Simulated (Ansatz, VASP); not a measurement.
**One calculation of AlN, two programs**

```
Al N
1.0
     3.16120    0.00000    0.00000
    -1.58060    2.73768    0.00000
     0.00000    0.00000    4.81630
Al N
2 2
Direct
  0.33333 0.66667 0.99619
  0.66667 0.33333 0.49619
  0.33333 0.66667 0.38881
  0.66667 0.33333 0.88881
```

Alike in both runs: functional PBE; k mesh 9 × 9 × 6; occupations gaussian, width 0.05 eV; no spin polarisation.

Ansatz relaxed the structure, and its values are those at the end. VASP's run is a single point on that final structure, the one shown.

|  | VASP | Ansatz |
| --- | --- | --- |
| version | VASP 6.6.1 | Ansatz 0.2.0 |
| potentials or method | VASP PAW PBE potentials, release 64 (Al, N) | scalar-relativistic, plane waves, PAW |
| plane-wave cutoff (eV) | 520 | 520 |
| valence electrons in the cell | 16 | 16 |

Ansatz gave:

| Quantity | Value |
| --- | --- |
| gap on the k mesh at the Fermi level (eV) | 3.91 |
| least direct gap on the mesh (eV) | 3.91 |
| pressure (GPa) | 3.3 |

Question: What did VASP give for the same quantities?

Answer: gap on the k mesh at the Fermi level (eV): 3.92; least direct gap on the mesh (eV): 3.92; pressure (GPa): 3.2.

Ansatz warned: «stress_scf_threshold_loose».

Caveats: an odd mesh through Γ misses points on the zone boundary, where band edges often lie. Expect the measured gap to be larger: semilocal functionals such as PBE lack the derivative discontinuity.
